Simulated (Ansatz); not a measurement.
## WC under pressure: fit and missing row

WC, P-6m2, a = 2.912 Å, c = 2.836 Å. Ansatz: r2SCAN, PAW, 500 eV, Γ-centred 18×18×14 mesh on 2 atoms, Gaussian smearing 0.10 eV; no spin polarisation. Cell and atoms are relaxed at each pressure, and no other structure is tried, so the rows at high pressure may lie past a change of phase.

```tsv
V (Å³/atom)	P (GPa)
8.868	90.01
9.414	50.00
9.853	24.97
10.125	11.98
?	3.99
10.389	1.00
10.415	0.00
10.441	-1.00
```

**Question.** Take V0 = 10.415 Å³/atom, fit the third-order Birch–Murnaghan form to the other rows, and predict the missing volume.

**Answer.** With the Eulerian strain f = ½[(V0/V)^(2/3) − 1] and y = P/[3f(1 + 2f)^(5/2)], the form is the line y = B0 + 1.5 B0 (B0′ − 4) f. Rows (f, y): 0.05658, 405.6; 0.03484, 404.2; 0.01884, 402.8; 0.00950, 401.0; 0.00083, 399.9; -0.00083, 403.3. Means f = 0.01996, y = 402.80; Σ(Δf)² = 0.002471, ΣΔfΔy = 0.1873; the slope is their ratio. y = 401.3 + 75.78 f GPa, so B0 = 401.3 GPa and B0′ = 4 + 2 × (75.78)/(3 × 401.3) = 4.13. P = 3.99 GPa is met at f = 0.00326 (y = 401.55), so V = V0 (1 + 2f)^(−3/2) = 10.314 Å³/atom. The run gave 10.313 Å³/atom, so the fit is 0.001 Å³/atom too high, a small miss on the scale of the series.

The mesh isn't the same in all rows (18×18×14, 18×18×16). Spin–orbit coupling is left out, which can shift energies with elements as heavy as these.